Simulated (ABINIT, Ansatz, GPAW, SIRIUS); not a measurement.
# ZnSe: equilibrium volume by level of theory

**What was measured.** The equilibrium volume of ZnSe (Stilleite) (F-43m) is reported as 22.75 Å³/atom (pmc:9320402, doi:10.3390/ma15145002). The runs below try to reproduce it.

It takes space group F-43m (No. 216, cubic). The conventional cell has a = 5.668 Å, b = 5.668 Å, c = 5.668 Å, α = 90.00°, β = 90.00°, γ = 90.00°. Se (site symmetry -43m) has 4 Zn at 2.45 Å as nearest neighbours. Around Zn (site symmetry -43m) lie 4 Se at 2.45 Å.

| rung | level | program and potentials | cutoff (eV) | k mesh | smearing | task | core time | chip | equilibrium volume (Å³/atom) | miss | notes |
| --- | --- | --- | --- | --- | --- | --- | --- | --- | --- | --- | --- |
| GGA + dispersion | BLYP+D3(BJ) | GPAW, PAW data sets generated for this functional | 600 | 7 × 7 × 7 | fermi-dirac 0.05 | equation of state | 41 s | Intel Xeon 6975P-C Granite Rapids | 22.48 | -1.2 % | - |
| GGA | BP86 | GPAW, PAW data sets generated for this functional | 600 | 7 × 7 × 7 | fermi-dirac 0.05 | equation of state | 44 s | Intel Xeon 6975P-C Granite Rapids | 23.55 | +3.5 % | - |
| GGA + dispersion | OLYP+D4 | GPAW, PAW data sets generated for this functional | 600 | 7 × 7 × 7 | fermi-dirac 0.05 | equation of state | 46 s | Intel Xeon 6975P-C Granite Rapids | 22.20 | -2.4 % | - |
| GGA + dispersion | BLYP+D3(BJ) | Ansatz, all-electron LAPW, scalar-relativistic | - | 8 × 8 × 8 | fermi-dirac 0.05 | relaxation of cell and atoms | 46 s | Intel Xeon Skylake/Cascade Lake | 22.63 | -0.5 % | - |
| GGA + dispersion | BP86+D3(BJ) | GPAW, PAW data sets generated for this functional | 600 | 7 × 7 × 7 | fermi-dirac 0.05 | equation of state | 47 s | Intel Xeon 6975P-C Granite Rapids | 21.56 | -5.2 % | - |
| non-local van der Waals functional | vdW-DF-cx | GPAW, GPAW PAW data sets (gpaw-data 1.2.1) | 600 | 7 × 7 × 7 | fermi-dirac 0.05 | equation of state | 48 s | Intel Xeon 6975P-C Granite Rapids | 23.08 | +1.5 % | potentials made for PBE |
| LDA | LDA | GPAW, PAW data sets generated for this functional | 600 | 7 × 7 × 7 | fermi-dirac 0.05 | equation of state | 52 s | Intel Xeon Platinum 8488C Sapphire Rapids | 21.50 | -5.5 % | - |
| GGA + dispersion | BLYP+D4 | GPAW, PAW data sets generated for this functional | 600 | 7 × 7 × 7 | fermi-dirac 0.05 | equation of state | 57 s | Intel Xeon Platinum 8488C Sapphire Rapids | 22.85 | +0.4 % | - |
| GGA + dispersion | PBE+D3(zero damping) | GPAW, GPAW PAW data sets (gpaw-data 1.2.1) | 600 | 7 × 7 × 7 | fermi-dirac 0.05 | equation of state | 58 s | Intel Xeon Platinum 8488C Sapphire Rapids | 22.64 | -0.5 % | - |
| GGA | PBEsol | GPAW, PAW data sets generated for this functional | 600 | 8 × 8 × 8 | fermi-dirac 0.05 | equation of state | 93 s | Arm Neoverse V2 | 22.35 | -1.8 % | - |
| GGA | PBEsol | SIRIUS, PseudoDojo 0.4.1 PBEsol standard (scalar relativistic) | 1177 | 8 × 8 × 8 | fermi-dirac 0.05 | equation of state | 5.2 min | Intel Xeon Platinum 8488C Sapphire Rapids | 22.33 | -1.8 % | - |
| LDA | LDA | ABINIT, PseudoDojo NC SR LDA v0.4.1 standard | 1170 | 6 × 6 × 6 | fermi-dirac 0.05 | relaxation of cell and atoms | 7.4 min | Arm Neoverse V1 | 21.57 | -5.2 % | - |

Times are single runs on shared hosts and different chips, so they are rough; meshes, cutoffs and the tasks' sizes weigh on the time. All rows: no spin polarisation. Smearing widths are in eV. Meshes differ between rows, which moves values too. Meshes are those of the run's cell of 2 atoms unless a note names another. Relaxations start from the cell shown or near it and stop with a little pressure left. Misses use the values as printed. Runs on faulty files, with rough fits or with known faults for this quantity aren't shown. No row holds spin-orbit coupling.

By rung: LDA 21.50 to 21.57; GGA + dispersion 21.56 to 22.85; GGA 22.33 to 23.55; non-local van der Waals functional 23.08 (Å³/atom). Measured: 22.75 Å³/atom (pmc:9320402, doi:10.3390/ma15145002). Closest is BLYP+D4 (+0.4 %). The runs are for a static lattice, while measurements hold temperature and zero-point motion.
